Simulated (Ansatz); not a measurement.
A run of Ansatz 0.2.0 is set up as follows.

File input.yaml:

```yaml
crystal:
  lattice:
    - [2.8843249483, 0.0, 0.0]
    - [-1.4421624742, 2.497898678, 0.0]
    - [0.0, 0.0, 9.33675446]
  atoms:
    - { symbol: Al, position: [0.0, 0.0, 0.85000767] }
    - { symbol: Al, position: [0.0, 0.0, 0.14999233] }
    - { symbol: O, position: [0.3333333333, 0.6666666667, 0.77768308] }
    - { symbol: O, position: [0.6666666667, 0.3333333333, 0.0] }
    - { symbol: O, position: [0.3333333333, 0.6666666667, 0.22231692] }
hamiltonian:
  xc: r2scan
  pseudopotentials: { kind: paw }
kpoints:
  mp_grid: { grid: [11, 11, 3] }
scf:
  occupations: { method: fermi_dirac, width: 0.05 }
output:
  forces: true
  stress: true
  eigenvalues: true
relax:
  f_tol: 0.01
  max_steps: 40
  cell: { stress_tol: 0.05 }
```

Potentials or basis: Ansatz PAW.

Run with:

```bash
$ ansatz run input.yaml --threads 2 --pin off --max-ram 5632MiB --backend cpu --events-out ev --progress --plain --runs-dir out
```

Predict the relaxed cell.

a = 2.856 Å, b = 2.856 Å, c = 7.662 Å, α = 90.00°, β = 90.00°, γ = 120.00°.

Estimate the band gap on the k mesh.

5.66 eV, indirect (least direct gap 5.84 eV).

Final structure:
```
Al O
1.0
     2.85567    0.00000    0.00000
    -1.42783    2.47308    0.00000
     0.00000    0.00000    7.66155
Al O
2 3
Direct
  0.00000 0.00000 0.81906
  0.00000 0.00000 0.18094
  0.33333 0.66667 0.73200
  0.66667 0.33333 0.00000
  0.33333 0.66667 0.26800
```

Caveat: odd divisions of the mesh miss points on the zone boundary, where band edges often lie, so the gap on the mesh can be too wide; the plane-wave basis is chosen anew once the cell has moved, so the energies of steps on either side of that aren't comparable. A k mesh can miss the band edges.
